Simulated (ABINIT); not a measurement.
# InAs (F-43m) in ABINIT: further runs

One crystal, InAs, is run at these levels: PBEsol, PBE; tasks: relaxation of cell and atoms, single point.

Everything below comes from runs of ABINIT 10.8.3 (patched build). Logs are shortened: lines on timing, memory, paths and dates and some standing lists are left out, and cuts for length are marked. The log counts tension as positive stress, the text compression.

**What was measured.**

From a printed reference work, data compilation, for a bulk crystal of InAs at 4.2 K: band gap 0.418 eV (direct).

The runs below are set against these values where they give the same quantity.

**1. Starting point**

It takes space group F-43m (No. 216, cubic). Conventional cell: a = 6.036 Å, b = 6.036 Å, c = 6.036 Å, α = 90.00°, β = 90.00°, γ = 90.00°. In (site symmetry -43m) is surrounded by 4 As at 2.61 Å. As (site symmetry -43m) is surrounded by 4 In at 2.61 Å.

**2. Relaxation of cell and atoms, PBEsol**

run.abi

```
# Pseudopotentials
pp_dirpath "./"
pseudos "In.upf, As.upf"

# Structure
acell 4.2680965312 4.2680965312 4.2680965312 Angstrom
rprim
     0.0000000000     0.7071067812     0.7071067812
     0.7071067812     0.0000000000     0.7071067812
     0.7071067812     0.7071067812     0.0000000000
ntypat 2
znucl 49 33
natom 2
typat 1 2
chkprim 0
chksymtnons 0
tolsym 1.0e-6
xred
            0.0            0.0            0.0
            3/4            3/4            3/4

# Plane-wave basis
ecut 38.0
ecutsm 0.5

# k points
kptopt 1
ngkpt 6 6 6
nshiftk 1
shiftk 0.0 0.0 0.0

# Exchange and correlation
ixc -116133

# Bands and occupations
nband 18
occopt 3
tsmear 0.05 eV

# SCF cycle
nstep 80
tolvrs 1.0e-12

# Output
iomode 3
prteig 0
prtebands 0
prtwf 0
prtden 0

# Relaxation
ionmov 22
optcell 2
ntime 50
tolmxf 2.0e-5
dilatmx 1.08
```

Potentials or basis: PseudoDojo NC SR PBEsol v0.4.1 standard.

Started as:

```sh
> abinit run.abi > log 2>&1
```

run.abo:

```text
.Version 10.8.3 of ABINIT
 Symmetries : space group F-4 3 m (#216); Bravais cF (face-center cubic)
================================================================================
 Values of the parameters that define the memory need of the present run
     intxc =       0    ionmov =      22      iscf =       7    lmnmax =       6
     lnmax =       6     mgfft =      50  mpssoang =       3    mqgrid =    3001
     natom =       2  nloc_mem =       1    nspden =       1   nspinor =       1
    nsppol =       1      nsym =      24    n1xccc =    2501    ntypat =       2
    occopt =       3   xclevel =       2
       mpw =        5261          nfft =      125000          nkpt =          16
================================================================================
================================================================================

--------------------------------------------------------------------------------
------------- Echo of variables that govern the present computation ------------
--------------------------------------------------------------------------------
 -outvars: echo values of preprocessed input variables --------
            acell      8.0655335229E+00  8.0655335229E+00  8.0655335229E+00 Bohr
              amu      1.14820000E+02  7.49215900E+01
          chkprim           0
      chksymtnons           0
          dilatmx      1.08000000E+00
             ecut      3.80000000E+01 Hartree
           ecutsm      5.00000000E-01 Hartree
           ionmov          22
              ixc     -116133
         kptrlatt        6    0    0      0    6    0      0    0    6
          kptrlen      4.83932011E+01
            natom           2
            nband          18
            ngfft          50      50      50
             nkpt          16
            nstep          80
             nsym          24
            ntime          50
           ntypat           2
           occopt           3
          optcell           2
           prtden           0
        prtebands           0
           prteig           0
            prtwf           0
            rprim      0.0000000000E+00  7.0710678120E-01  7.0710678120E-01
                       7.0710678120E-01  0.0000000000E+00  7.0710678120E-01
                       7.0710678120E-01  7.0710678120E-01  0.0000000000E+00
          spgroup         216
           tolmxf      2.00000000E-05
           tolsym      1.00000000E-06
           tolvrs      1.00000000E-12
           tsmear      1.83746611E-03 Hartree
            typat      1  2
           xangst      0.0000000000E+00  0.0000000000E+00  0.0000000000E+00
                       4.5270000000E+00  4.5270000000E+00  4.5270000000E+00
            xcart      0.0000000000E+00  0.0000000000E+00  0.0000000000E+00
                       8.5547901721E+00  8.5547901721E+00  8.5547901721E+00
             xred      0.0000000000E+00  0.0000000000E+00  0.0000000000E+00
                       7.5000000000E-01  7.5000000000E-01  7.5000000000E-01
            znucl       49.00000   33.00000

================================================================================

 chkinp: Checking input parameters for consistency.

================================================================================
== DATASET  1 ==================================================================

--- !DatasetInfo
iteration_state: {dtset: 1, }
dimensions: {natom: 2, nkpt: 16, mband: 18, nsppol: 1, nspinor: 1, nspden: 1, mpw: 5261, }
cutoff_energies: {ecut:  38.0, pawecutdg:  -1.0, }
electrons: {nelect:   2.80000000E+01, charge:   0.00000000E+00, occopt:   3.00000000E+00, tsmear:   1.83746611E-03, }
meta: {optdriver: 0, ionmov: 22, optcell: 2, iscf: 7, paral_kgb: 0, }
...

 Real(R)+Recip(G) space primitive vectors, cartesian coordinates (Bohr,Bohr^-1):
 R(1)=  0.0000000  5.7031934  5.7031934  G(1)= -0.0876702  0.0876702  0.0876702
 R(2)=  5.7031934  0.0000000  5.7031934  G(2)=  0.0876702 -0.0876702  0.0876702
 R(3)=  5.7031934  5.7031934  0.0000000  G(3)=  0.0876702  0.0876702 -0.0876702
 Unit cell volume ucvol=  3.7100888E+02 bohr^3
 Angles (23,13,12)=  6.00000000E+01  6.00000000E+01  6.00000000E+01 degrees

 getcut: wavevector=  0.0000  0.0000  0.0000  ngfft=  50  50  50
         ecut(hartree)=     44.323   => boxcut(ratio)=   2.06933

--- Pseudopotential description ------------------------------------------------
- pspini: atom type   1  psp file is ./In.upf
  49.00000  13.00000  180301                  znucl, zion, pspdat
12 -116133 2 -1 1940                          pspcod,pspxc,lmax,lloc,mmax
     nproj     2     2     2

- pspini: atom type   2  psp file is ./As.upf
  33.00000  15.00000  180301                  znucl, zion, pspdat
12 -116133 2 -1 1342                          pspcod,pspxc,lmax,lloc,mmax
     nproj     2     2     2

   1.51119917E+03                                ecore*ucvol(ha*bohr**3)
--------------------------------------------------------------------------------

================================================================================

=== [ionmov=22] Limited-memory Broyden-Fletcher-Goldfarb-Shanno method
================================================================================

--- Iteration: ( 1/50) Internal Cycle: (1/1)
--------------------------------------------------------------------------------

---SELF-CONSISTENT-FIELD CONVERGENCE--------------------------------------------

--- !BeginCycle
iteration_state: {dtset: 1, itime: 1, icycle: 1, }
solver: {iscf: 7, nstep: 80, nline: 4, wfoptalg: 0, }
tolerances: {tolvrs: 1.00E-12, }
...
[... 475 lines left out ...]
  0.00000000000000E+00  5.75709505427262E+00  5.75709505427262E+00
  5.75709505427262E+00  0.00000000000000E+00  5.75709505427262E+00
  5.75709505427262E+00  5.75709505427262E+00  0.00000000000000E+00
 Unitary Cell Volume (ucvol) [Bohr^3]=  3.81627968828590E+02
 Angles (23,13,12)= [degrees]
  6.00000000000000E+01  6.00000000000000E+01  6.00000000000000E+01
 Lengths [Bohr]
  8.14176190562341E+00  8.14176190562341E+00  8.14176190562341E+00
 Stress tensor in cartesian coordinates (strten) [Ha/bohr^3]
  3.40533163490503E-08  0.00000000000000E+00  0.00000000000000E+00
  0.00000000000000E+00  3.40533163473156E-08  0.00000000000000E+00
  0.00000000000000E+00  0.00000000000000E+00  3.40533163455808E-08
 Total energy (etotal) [Ha]= -1.72243923483881E+02

 Difference of energy with previous step (new-old):
           Absolute (Ha)=-3.38392E-08
           Relative     =-1.96461E-10

 At Broyd/MD step   5, gradients are converged :
  max grad (force/stress) = 3.4053E-06 < tolmxf= 2.0000E-05 ha/bohr (free atoms)

================================================================================

 ----iterations are completed or convergence reached----

 Mean square residual over all n,k,spin=   16.253E-11; max=  45.278E-09
 reduced coordinates (array xred) for    2 atoms
       0.000000000000      0.000000000000     -0.000000000000
       0.750000000000      0.750000000000      0.750000000000
 rms dE/dt=  3.8080E-28; max dE/dt=  5.3853E-28; dE/dt below (all hartree)
    1       0.000000000000      0.000000000000      0.000000000000
    2      -0.000000000000     -0.000000000000      0.000000000000

 cartesian coordinates (angstrom) at end:
    1      0.00000000000000     0.00000000000000     0.00000000000000
    2      4.56978525248496     4.56978525248496     4.56978525248496

 cartesian forces (hartree/bohr) at end:
    1      0.00000000000000     0.00000000000000    -0.00000000000000
    2     -0.00000000000000    -0.00000000000000     0.00000000000000
 frms,max,avg= 4.4779728E-29 7.0156351E-29   0.000E+00  0.000E+00  0.000E+00 h/b

 cartesian forces (eV/Angstrom) at end:
    1      0.00000000000000     0.00000000000000    -0.00000000000000
    2     -0.00000000000000    -0.00000000000000     0.00000000000000
 frms,max,avg= 2.3026662E-27 3.6075846E-27   0.000E+00  0.000E+00  0.000E+00 e/A
 length scales=  8.141761905623  8.141761905623  8.141761905623 bohr
              =  4.308434854131  4.308434854131  4.308434854131 angstroms
 Fermi (or HOMO) energy (hartree) =   0.14141   Average Vxc (hartree)=  -0.35420
 Eigenvalues (hartree) for nkpt=  16  k points:
 kpt#   1, nband= 18, wtk=  0.00463, kpt=  0.0000  0.0000  0.0000 (reduced coord)
  -1.14729   -1.14729   -1.14729   -1.14700   -1.14700   -0.38704   -0.38704   -0.38704
  -0.38275   -0.38275   -0.29164    0.12514    0.14009    0.14009    0.14009    0.28180
   0.28180    0.28180
      occupation numbers for kpt#   1
   2.00000    2.00000    2.00000    2.00000    2.00000    2.00000    2.00000    2.00000
   2.00000    2.00000    2.00000    1.99972    1.34566    1.34566    1.34566    0.00000
   0.00000    0.00000
 prteigrs : prtvol=0 or 1, do not print more k-points.

--- !EnergyTerms
iteration_state     : {dtset: 1, itime: 5, icycle: 1, }
comment             : Components of total free energy in Hartree
kinetic             :  1.17917566553735E+02
hartree             :  5.27400058834307E+01
xc                  : -4.33432105826277E+01
Ewald energy        : -9.20251735264914E+01
psp_core            :  3.95987531380154E+00
local_psp           : -1.44558884152128E+02
non_local_psp       : -6.69340682024243E+01
internal            : -1.72243888712704E+02
'-kT*entropy'       : -3.47711771058099E-05
total_energy        : -1.72243923483881E+02
total_energy_eV     : -4.68699593044309E+03
band_energy         : -1.56024885171523E+01
...

 Cartesian components of stress tensor (hartree/bohr^3)
  sigma(1 1)=  3.40533163E-08  sigma(3 2)=  0.00000000E+00
  sigma(2 2)=  3.40533163E-08  sigma(3 1)=  0.00000000E+00
  sigma(3 3)=  3.40533163E-08  sigma(2 1)=  0.00000000E+00

-Cartesian components of stress tensor (GPa)         [Pressure= -1.0019E-03 GPa]
- sigma(1 1)=  1.00188316E-03  sigma(3 2)=  0.00000000E+00
- sigma(2 2)=  1.00188316E-03  sigma(3 1)=  0.00000000E+00
- sigma(3 3)=  1.00188316E-03  sigma(2 1)=  0.00000000E+00

== END DATASET(S) ==============================================================
================================================================================

 -outvars: echo values of variables after computation  --------
            acell      8.1417619056E+00  8.1417619056E+00  8.1417619056E+00 Bohr
           etotal     -1.7224392348E+02
            fcart      2.3385450455E-29  2.3385450455E-29 -7.0156351366E-29
                      -2.3385450455E-29 -2.3385450455E-29  7.0156351366E-29
            rprim      0.0000000000E+00  7.0710678119E-01  7.0710678119E-01
                       7.0710678119E-01  0.0000000000E+00  7.0710678119E-01
                       7.0710678119E-01  7.0710678119E-01  0.0000000000E+00
           strten      3.4053316349E-08  3.4053316347E-08  3.4053316346E-08
                       0.0000000000E+00  0.0000000000E+00  0.0000000000E+00
           xangst      4.8546904355E-44  1.4346341155E-43  1.2806488240E-27
                       4.5697852525E+00  4.5697852525E+00  4.5697852525E+00
             xred      2.1018200308E-28  2.1018200308E-28 -2.1018200308E-28
                       7.5000000000E-01  7.5000000000E-01  7.5000000000E-01
 Calculation completed.
```

Run time: 4.6 min. Hardware: 1 thread of Arm Neoverse V2, shared host; peak memory 0.12 GiB.

What came out:

| Quantity | Value |
| --- | --- |
| Free energy | -4686.9959 eV |
| Relaxed volume | 28.28 Å³/atom |
| Relaxed cell | a = 4.308 Å, b = 4.308 Å, c = 4.308 Å, α = 60.00°, β = 60.00°, γ = 60.00° |
| Space group after relaxing (to 0.05 Å) | F-43m (No. 216) |
| Energy gained by relaxing | 4.1 meV/atom |
| Ionic steps | 5 |
| Pressure after relaxing | 0.0 GPa |
| Band gap on the k mesh | none (metal or under the smearing width) |

The path:
| step | energy change (eV) | largest force (eV/Å) | pressure (GPa) | volume (Å³) |
| --- | --- | --- | --- | --- |
| 1 | 0.0000 | 0.0000 | 1.66 | 54.98 |
| 2 | -0.0026 | 0.0000 | 1.38 | 55.26 |
| 3 | -0.0081 | 0.0000 | -0.16 | 56.73 |
| 4 | -0.0082 | 0.0000 | -0.02 | 56.57 |
| 5 | -0.0082 | 0.0000 | 0.00 | 56.55 |

Final structure:
```
In As
1.0
     0.00000    3.04652    3.04652
     3.04652    0.00000    3.04652
     3.04652    3.04652    0.00000
In As
1 1
Cartesian
  0.0000 0.0000 0.0000
  4.5698 4.5698 4.5698
```

Caveat: this crystal is a semiconductor, whose small gap the functional closes, so the metal is an error of the method. Zero-point motion and thermal expansion aren't in these numbers.

**3. Single point, PBEsol (cell relaxed)**

run.abi

```
# Pseudopotentials
pp_dirpath "./"
pseudos "In.upf, As.upf"

# Structure
acell 3*1.0 Angstrom
rprim
     0.0000000000     3.0465235000     3.0465235000
     3.0465235000     0.0000000000     3.0465235000
     3.0465235000     3.0465235000     0.0000000000
ntypat 2
znucl 49 33
natom 2
typat 1 2
xred
     0.0000000000     0.0000000000     0.0000000000
     0.7500000000     0.7500000000     0.7500000000
chkprim 0
chksymtnons 0
tolsym 1.0e-6

# Plane-wave basis
ecut 38.0

# k points
kptopt 1
ngkpt 6 6 6
nshiftk 1
shiftk 0.0 0.0 0.0

# Exchange and correlation
ixc -116133

# Bands and occupations
nband 18
occopt 3
tsmear 0.00183747

# SCF cycle
nstep 100
tolvrs 1.0e-10

# Output
iomode 3
prtwf 0
prtden 0
prteig 0
prtebands 0
enunit 1
prtvol 2
```

Potentials or basis: PseudoDojo NC SR PBEsol v0.4.1 standard.

Started as:

```sh
> abinit run.abi > log 2>&1
```

Run time: 51 s. Hardware: 1 thread of Arm Neoverse V2, shared host; peak memory 0.1 GiB.

Results (log left out):

| Quantity | Value |
| --- | --- |
| Free energy | -4686.9985 eV |
| Pressure | -0.7 GPa |
| Band gap on the k mesh | none (metal or under the smearing width) |
| Valence electrons inside the program's atomic spheres | In 9.93; As 12.38 |

Levels at points of the mesh, in eV from the Fermi level:
```tsv
k point	band 11	band 12	band 13	band 14	band 15	band 16	band 17	band 18
(0.00, 0.00, 0.00)	-11.78	-0.44	-0.04	-0.04	-0.04	3.82	3.82	3.82
(0.50, 0.00, 0.00)	-10.38	-5.73	-1.00	-1.00	0.79	4.58	4.58	6.67
(0.50, 0.50, 0.00)	-9.86	-5.82	-2.30	-2.30	1.44	1.94	8.92	9.02
```

Caveat: this crystal is a semiconductor, whose small gap the functional closes, so the metal is an error of the method.

**4. Single point, PBE**

run.abi

```
pp_dirpath "./"
pseudos "In.upf, As.upf"

acell 3*1.0
rprim
     0.0000000000     5.7031934441     5.7031934441
     5.7031934441     0.0000000000     5.7031934441
     5.7031934441     5.7031934441     0.0000000000
ntypat 2
znucl 49 33
natom 2
typat 1 2
xred
     0.0000000000     0.0000000000     0.0000000000
     0.7500000000     0.7500000000     0.7500000000

ecut 1034.032677 eV

kptopt 1
ngkpt 6 6 6
nshiftk 1
shiftk 0.0 0.0 0.0

ixc 11

nband 18
occopt 3
tsmear 0.00183747

nstep 100
tolvrs 1.0e-10

iomode 3
prtwf 0
prteig 0
prtebands 0
enunit 2
prtvol 2
prtden 1
prtvha 1
prtvclmb 1
prtpot 1
prtelf 1
```

Potentials or basis: PseudoDojo NC SR PBE v0.4.1 standard.

Started as:

```sh
> abinit run.abi > log 2>&1
```

Run time: 57 s. Hardware: 1 thread of Arm Neoverse V1, shared host; peak memory 0.1 GiB.

Results (log left out):

```
Free energy                                           : -4694.8891 eV
Band gap on the k mesh                                : none (metal or under the smearing width)
Valence electrons inside the program's atomic spheres : In 9.91; As 12.37
```

Levels at points of the mesh, in eV from the Fermi level:
| k point | band 10 | band 11 | band 12 | band 13 | band 14 | band 15 | band 16 | band 17 | band 18 |
| --- | --- | --- | --- | --- | --- | --- | --- | --- | --- |
| (0.00, 0.00, 0.00) | -14.37 | -11.94 | -0.21 | -0.04 | -0.04 | -0.04 | 3.88 | 3.88 | 3.88 |
| (0.50, 0.00, 0.00) | -14.36 | -10.46 | -5.83 | -1.03 | -1.03 | 0.93 | 4.65 | 4.65 | 6.85 |
| (0.50, 0.50, 0.00) | -14.34 | -9.91 | -5.90 | -2.37 | -2.37 | 1.50 | 2.03 | 9.24 | 9.28 |

Caveat: the cutoff is too short for stress, so the log's stress isn't used; this crystal is a semiconductor, whose small gap the functional closes, so the metal is an error of the method.

**5. The runs side by side**

```csv
task,level,potentials or basis,cell,cell freedom (optcell),optimiser (ionmov),cutoff smearing ecutsm (Ha),force stop (Ha/bohr),gap on the mesh (eV),pressure (GPa)
relaxation of cell and atoms,PBEsol,PseudoDojo NC SR PBEsol v0.4.1 standard,relaxed,2,22,0.5,2e-05,none,0.0
single point,PBEsol,PseudoDojo NC SR PBEsol v0.4.1 standard,cell relaxed,-,-,-,-,none,-0.7
single point,PBE,PseudoDojo NC SR PBE v0.4.1 standard,as given,-,-,-,-,none,-
```

Alike in all rows: no spin polarisation; k mesh 6 × 6 × 6; cutoff (eV) 1034; smearing fermi-dirac 0.05 eV.

Caveats: this crystal is a semiconductor, whose small gap the functional closes, so the metal is an error of the method.

Absolute energies hang on the potentials; compare differences alone.

**6. Against experiment**

Step 4. Measured gap of InAs: 0.418 eV (direct; 4.2 K; a printed reference work, data compilation). This calculation gives 0.00 eV (-0.42 eV). Spin-orbit coupling on As, In is left out. The value is that of PBE on a finite k mesh, which can miss the band edges, without temperature or zero-point motion. Semilocal functionals fall short of measured gaps as a rule.
